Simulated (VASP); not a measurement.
# Y (P6_3/mmc) in VASP: a series of runs

One crystal, Y, is run at these levels: PBE; tasks: relaxation of cell and atoms, electrostatic potential.

All numbers are computed with VASP 6.6.1; they aren't measurements. Logs are shortened: lines on timing, memory, paths and dates and some standing lists are left out, and cuts for length are marked.

**1. The crystal as given**

Symmetry: P6_3/mmc, No. 194, hexagonal system. The conventional cell has a = 3.600 Å, b = 3.600 Å, c = 5.620 Å, α = 90.00°, β = 90.00°, γ = 120.00°. Y (site symmetry -6m2) has 12 Y at 3.50 to 3.60 Å as nearest neighbours.

The cell was built by a generator and needn't be a form met in nature.

**2. Relaxation of cell and atoms, PBE**

Contents of INCAR:

```
  PREC = Accurate
  ENCUT = 700
  EDIFF = 1E-6
  ISMEAR = 1
  SIGMA = 0.1
  LREAL = F
  LASPH = T
  NELM = 120
  ALGO = Fast
  ISIF = 3
  LWAVE = F
  LCHARG = F
  GGA = PE
  IBRION = 2
  NSW = 60
  EDIFFG = -0.005
```

Contents of KPOINTS:

```
regular mesh
0
Gamma
  14 14 8
```

Contents of POSCAR:

```
Y
1.0
    3.6000000000      0.0000000000      0.0000000000
   -1.8000000000      3.1176914500      0.0000000000
    0.0000000000      0.0000000000      5.6200000000
Y
2
Direct
    0.3333333300      0.6666666700      0.2500000000
    0.6666666700      0.3333333300      0.7500000000
```

Potentials or basis: VASP PAW PBE potentials, release 64 (Y_sv).

On the command line:

```console
$ cat potpaw_PBE.64/Y_sv/POTCAR > POTCAR
$ mpirun -np 1 vasp_std > vasp.out
```

OUTCAR:

```text
PREC = Accurate
   ENCUT = 700
   EDIFF = 1E-6
   ISMEAR = 1
   LREAL = F
   LASPH = T
   NELM = 120
   ISIF = 3
   GGA = PE
   IBRION = 2
   NSW = 60
   EDIFFG = -0.005

 ion  position               nearest neighbor table
   1  0.333  0.667  0.250-   2 3.50   2 3.50   2 3.50   2 3.50   2 3.50   2 3.50
   2  0.667  0.333  0.750-   1 3.50   1 3.50   1 3.50   1 3.50   1 3.50   1 3.50

  LATTYP: Found a hexagonal cell.
 ALAT       =     3.6000000000
 C/A-ratio  =     1.5611111111

  Lattice vectors:

 A1 = (   3.6000000000,   0.0000000000,   0.0000000000)
 A2 = (  -1.8000000000,   3.1176914500,   0.0000000000)
 A3 = (   0.0000000000,   0.0000000000,   5.6200000000)

Analysis of symmetry for initial positions (statically):
=====================================================================
 Subroutine PRICEL returns:
 Original cell was already a primitive cell.

 Routine SETGRP: Setting up the symmetry group for a
 hexagonal supercell.

 Subroutine GETGRP returns: Found 24 space group operations
 (whereof 12 operations were pure point group operations)
 out of a pool of 24 trial point group operations.

The static configuration has the point symmetry D_3d.
 The point group associated with its full space group is D_6h.

Analysis of symmetry for dynamics (positions and initial velocities):
=====================================================================
 Subroutine PRICEL returns:
 Original cell was already a primitive cell.

 Routine SETGRP: Setting up the symmetry group for a
 hexagonal supercell.

 Subroutine GETGRP returns: Found 24 space group operations
 (whereof 12 operations were pure point group operations)
 out of a pool of 24 trial point group operations.

The dynamic configuration has the point symmetry D_3d.
 The point group associated with its full space group is D_6h.

 Subroutine INISYM returns: Found 24 space group operations
 (whereof 12 operations are pure point group operations),
 and found     1 'primitive' translations

----------------------------------------------------------------------------------------

                                     Primitive cell

  volume of cell :      63.0771

  direct lattice vectors                    reciprocal lattice vectors
     3.600000000  0.000000000  0.000000000     0.277777778  0.160375075  0.000000000
    -1.800000000  3.117691450  0.000000000     0.000000000  0.320750150  0.000000000
     0.000000000  0.000000000  5.620000000     0.000000000  0.000000000  0.177935943

  length of vectors
     3.600000000  3.599999997  5.620000000     0.320750150  0.320750150  0.177935943

  position of ions in fractional coordinates (direct lattice)
     0.333333330  0.666666670  0.250000000
     0.666666670  0.333333330  0.750000000

  ion indices of the primitive-cell ions
   primitive index   ion index
                 1           1
                 2           2

----------------------------------------------------------------------------------------

 KPOINTS: regular mesh

Automatic generation of k-mesh.
 Grid dimensions read from file:
 generate k-points for:   14   14    8

 Generating k-lattice:

  Cartesian coordinates                     Fractional coordinates (reciprocal lattice)
     0.019841270  0.011455362  0.000000000     0.071428571  0.000000000  0.000000000
     0.000000000  0.022910725  0.000000000     0.000000000  0.071428571  0.000000000
     0.000000000  0.000000000  0.022241993     0.000000000  0.000000000  0.125000000

  Length of vectors
     0.022910725  0.022910725  0.022241993

  Shift w.r.t. Gamma in fractional coordinates (k-lattice)
     0.000000000  0.000000000  0.000000000

 Subroutine IBZKPT returns following result:
 ===========================================

 Found    120 irreducible k-points:

 Following reciprocal coordinates:
            Coordinates               Weight
  0.000000  0.000000  0.000000      1.000000
  0.071429 -0.000000  0.000000      6.000000
  0.142857  0.000000  0.000000      6.000000
  0.214286 -0.000000  0.000000      6.000000
  0.285714 -0.000000  0.000000      6.000000
  0.357143 -0.000000  0.000000      6.000000
[... 16 lines left out ...]
  0.285714  0.285714  0.000000      6.000000
  0.357143  0.285714  0.000000      6.000000
 [... further k-points ...]
   k-points           NKPTS =    120   k-points in BZ     NKDIM =    120   number of bands    NBANDS=     15
   number of dos      NEDOS =    301   number of ions     NIONS =      2
   total plane-waves  NPLWV =  49152
   dimension x,y,z NGX =    32 NGY =   32 NGZ =   48
   dimension x,y,z NGXF=    64 NGYF=   64 NGZF=   96
   ions per type =               2
   NGX,Y,Z   is equivalent  to a cutoff of  14.78, 14.78, 14.20 a.u.
   NGXF,Y,Z  is equivalent  to a cutoff of  29.55, 29.55, 28.40 a.u.
 SYSTEM =  unknown system
   PREC   = accura    normal or accurate (medium, high low for compatibility)
   ISTART =      0    job   : 0-new  1-cont  2-samecut
   ICHARG =      2    charge: 1-file 2-atom 10-const
   ISPIN  =      1    spin polarized calculation?
   LNONCOLLINEAR =      F non collinear calculations
   LSORBIT =      F    spin-orbit coupling
   LASPH  =      T    aspherical Exc in radial PAW
   ENCUT  =  700.0 eV  51.45 Ry    7.17 a.u.   7.77  7.77 12.12*2*pi/ulx,y,z
   NELM   =    120;   NELMIN=  2; NELMDL= -5     # of ELM steps
   EDIFF  = 0.1E-05   stopping-criterion for ELM
   LREAL  =      F    real-space projection
   EDIFFG = -.5E-02   stopping-criterion for IOM
   NSW    =     60    number of steps for IOM
   IBRION =      2    ionic relax: 0-MD 1-quasi-New 2-CG
   NFREE  =      1    steps in history (QN), initial steepest desc. (CG)
   ISIF   =      3    stress and relaxation
   ISYM   =      2    0-nonsym 1-usesym 2-fastsym
   POTIM  = 0.5000    time-step for ionic-motion
   TEBEG  =    0.0;   TEEND  =   0.0 temperature during run
   PSTRESS=    0.0 pullay stress
   NELECT =      22.0000    total number of electrons
   NUPDOWN=      -1.0000    fix difference up-down
   EMIN   =  10.00;   EMAX   =-10.00  energy-range for DOS
   EFERMI =   0.00;   METHOD = LEGACY
   ISMEAR =     1;   SIGMA  =   0.10  broadening in eV -4-tet -1-fermi 0-gaus
   EFERMI_NEDOS =   21; number of points for ismear=-14 and -15
   IALGO  =     68    algorithm
   IMIX   =      4    mixing-type and parameters
     AMIX     =   0.40;   BMIX     =  1.00
     AMIX_MAG =   1.60;   BMIX_MAG =  1.00
  volume/ion in A,a.u.               =      31.54       212.83
  Fermi-wavevector in a.u.,A,eV,Ry     =   1.152369  2.177663 18.067930  1.327955
  Thomas-Fermi vector in A             =   2.289021
   LORBIT       =      0    0 simple, 1 ext, 2 COOP (PROOUT), +10 PAW based schemes
   GGA     = PE    functional components
   LHFCALC =     F    Hartree Fock is set to
   AEXX    =    0.0000 exact exchange contribution
   IVDW    =     0    specifies the selected vdW correction
   LEPSILON=     F    determine dielectric tensor
   LRPA    =     F    only Hartree local field effects (RPA)
 conjugate gradient relaxation of ions
 non-spin polarized calculation
 RMM-DIIS sequential band-by-band and
 Methfessel and Paxton  Order N= 1 SIGMA  =   0.10
  energy-cutoff  :      700.00
  volume of cell :       63.08
 maximum number of plane-waves:      2676
 NGX is ok and might be reduce to    32
   NGX = 15   NGY = 15   NGZ = 25

--------------------------------------- Ionic step        1  -------------------------------------------

 number of electron      21.9999999 magnetization

 Free energy of the ion-electron system (eV)
  ---------------------------------------------------
  ext. energy  EPLUGINS =         0.00000000
  ---------------------------------------------------
  free energy    TOTEN  =       -12.85611068 eV

  energy without entropy =      -12.85822337  energy(sigma->0) =      -12.85681491

------------------------ aborting loop because EDIFF is reached ----------------------------------------

  FORCE on cell =-STRESS in cart. coord.  units (eV):
  Direction    XX          YY          ZZ          XY          YZ          ZX
  --------------------------------------------------------------------------------------
  -------------------------------------------------------------------------------------
  Total        0.6961844      0.6961844      0.5098328      0.0000000      0.0000000      0.0000000
  in kB       17.6832848     17.6832847     12.9499009      0.0000000      0.0000000      0.0000000
  external PRESSURE =      16.1054901 kB  Pullay stress =       0.0000000 kB
[... 89 lines left out ...]
  FREE ENERGIE OF THE ION-ELECTRON SYSTEM (eV)
  ---------------------------------------------------
  free  energy   TOTEN  =       -12.8682705258 eV

  energy  without entropy=      -12.8707195296  energy(sigma->0) =      -12.86908686

[... ionic steps 4 to 14 ...]

--------------------------------------- Ionic step       15  -------------------------------------------

 number of electron      22.0000000 magnetization

------------------------ aborting loop because EDIFF is reached ----------------------------------------
[... 67 lines left out ...]
--------------------------------------- Ionic step       17  -------------------------------------------

 number of electron      22.0000000 magnetization

 Free energy of the ion-electron system (eV)
  ---------------------------------------------------
  ext. energy  EPLUGINS =         0.00000000
  ---------------------------------------------------
  free energy    TOTEN  =       -12.86837405 eV

  energy without entropy =      -12.87078763  energy(sigma->0) =      -12.86917858

 E-fermi :   3.0070     XC(G=0):  -9.4399

 val. band max:        2.9987279676   @ k =   0.2143   0.1429   0.0000
 cond. band min:       3.0166070843   @ k =   0.1429   0.1429   0.0000
 fundamental gap:      0.0178791167
 Fermi energy:         3.0069721978

 k-point     1 :       0.0000    0.0000    0.0000
  band No.  band energies     occupation
      1     -39.6670      2.00000
      2     -39.5893      2.00000
      3     -19.9518      2.00000
      4     -19.4735      2.00000
      5     -19.4735      2.00000
      6     -19.3779      2.00000
      7     -19.3779      2.00000
      8     -19.3353      2.00000
      9      -1.6762      2.00000
     10       1.1703      2.00000
     11       3.9885     -0.00000
     12       4.7492     -0.00000
     13       4.7492     -0.00000
     14       5.1508      0.00000
[... 401 lines left out ...]
      2     -39.5874      2.00000
      3     -19.7801      2.00000
      4     -19.6798      2.00000
      5     -19.6780      2.00000
      6     -19.6157      2.00000
      7     -19.5660      2.00000
      8     -19.5613      2.00000
      9       2.1634      2.00000
     10       2.2994      2.00000
     11       2.4494      2.00000
     12       2.5228      2.00000
     13       4.0830     -0.00000
     14       4.1740     -0.00000
     15       5.3663      0.00000

 [... further k-points ...]
[... 5 lines left out ...]
  --------------------------------------------------------------------------------------
  -------------------------------------------------------------------------------------
  Total        0.0075700      0.0075700     -0.0029209      0.0000000      0.0000000      0.0000000
  in kB        0.1852640      0.1852640     -0.0714843      0.0000000      0.0000000      0.0000000
  external PRESSURE =       0.0996812 kB  Pullay stress =       0.0000000 kB
[... 17 lines left out ...]
  FREE ENERGIE OF THE ION-ELECTRON SYSTEM (eV)
  ---------------------------------------------------
  free  energy   TOTEN  =       -12.8683740492 eV

  energy  without entropy=      -12.8707876299  energy(sigma->0) =      -12.86917858

 reached required accuracy - stopping structural energy minimisation
```

Wall time 12 min (1 thread of Intel Xeon 6975P-C (Granite Rapids), shared host); peak memory 0.38 GiB.

What came out:

```yaml
Free_energy: -12.8684 eV
Relaxed_volume: 32.73 Å³/atom
Relaxed_cell: a = 3.653 Å, b = 3.653 Å, c = 5.665 Å, α = 90.00°, β = 90.00°, γ = 120.00°
Space_group_after_relaxing_to_0.05_Å: P6_3/mmc (No. 194)
Energy_gained_by_relaxing: 6.1 meV/atom
Ionic_steps: 17
Pressure_after_relaxing: 0.0 GPa
Band_gap_on_the_k_mesh: none (metal or under the smearing width)
```

The path:
| step | energy change (eV) | largest force (eV/Å) | pressure (GPa) | volume (Å³) |
| --- | --- | --- | --- | --- |
| 1 | 0.0000 | 0.0000 | 1.61 | 63.08 |
| 2 | -0.0116 | 0.0000 | -0.33 | 66.02 |
| 3 | -0.0122 | 0.0000 | 0.18 | 65.50 |
| 4 | -0.0121 | 0.0000 | -0.24 | 65.69 |
| 5 | -0.0121 | 0.0000 | 0.02 | 65.59 |
| 6 | -0.0121 | 0.0000 | -0.12 | 65.64 |
| 7 | -0.0123 | 0.0000 | -0.14 | 65.42 |
| 8 | -0.0110 | 0.0000 | 0.46 | 64.75 |
| 9 | -0.0122 | 0.0000 | 0.51 | 65.26 |
| 10 | -0.0123 | 0.0000 | -0.20 | 65.38 |
| 11 | -0.0122 | 0.0000 | 0.20 | 65.32 |
| 12 | -0.0122 | 0.0000 | 0.04 | 65.34 |
| 13 | -0.0122 | 0.0000 | 0.11 | 65.35 |
| 14 | -0.0122 | 0.0000 | 0.06 | 65.36 |
| 15 | -0.0122 | 0.0000 | 0.06 | 65.37 |
| 16 | -0.0123 | 0.0000 | -0.04 | 65.49 |
| 17 | -0.0123 | 0.0000 | 0.01 | 65.47 |

Final structure:
```
Y
1.0
     3.65305    0.00000    0.00000
    -1.82653    3.16364    0.00000
     0.00000    0.00000    5.66469
Y
2
Direct
  0.33333 0.66667 0.25000
  0.66667 0.33333 0.75000
```

**3. Electrostatic potential, PBE**

This run uses another cell than the first one, of 32.73 Å³/atom, 1.038 times its volume.

Contents of INCAR:

```
ALGO = Fast
EDIFF = 1E-6
ENCUT = 700
GGA = PE
ISIF = 2
ISMEAR = 1
LASPH = T
LCHARG = T
LREAL = F
LVHAR = T
LWAVE = F
NELM = 80
PREC = Accurate
SIGMA = 0.1
```

Contents of KPOINTS:

```
k-points
0
Gamma
  14 14 8
```

Contents of POSCAR:

```
Y                                       
1.0
    3.6530515336      0.0000000000      0.0000000000
   -1.8265257668      3.1636354257      0.0000000000
    0.0000000000      0.0000000000      5.6646874643
  Y             
     2
Direct
     0.3333333300000021    0.6666666699999979    0.2500000000000000
     0.6666666699999979    0.3333333300000021    0.7500000000000000
```

Potentials or basis: VASP PAW PBE potentials, release 64 (Y_sv).

On the command line:

```console
$ cat potpaw_PBE.64/Y_sv/POTCAR > POTCAR
$ mpirun -np 1 vasp_std > vasp.out
```

It took 90 s on 1 thread of Intel Xeon 6975P-C (Granite Rapids), shared host; peak memory 0.36 GiB.

Results (log left out):

* Free energy: -12.8684 eV
* Pressure: 0.0 GPa
* Band gap on the k mesh: none (metal or under the smearing width)

Levels at points of the mesh, in eV from the Fermi level:
```
           k point  band 8  band 9  band 10  band 11  band 12  band 13  band 14  band 15
(0.00, 0.00, 0.00)  -22.34   -4.68    -1.84     0.98     1.74     1.74     2.14     2.37
(0.50, 0.00, 0.00)  -22.44   -1.68    -1.18    -0.79    -0.12     1.43     1.46     2.13
(0.00, 0.00, 0.50)  -22.43   -3.22    -3.22     1.01     1.01     1.65     1.65     1.65
(0.50, 0.00, 0.50)  -22.49   -1.64    -1.64     0.10     0.10     1.40     1.40     2.75
```
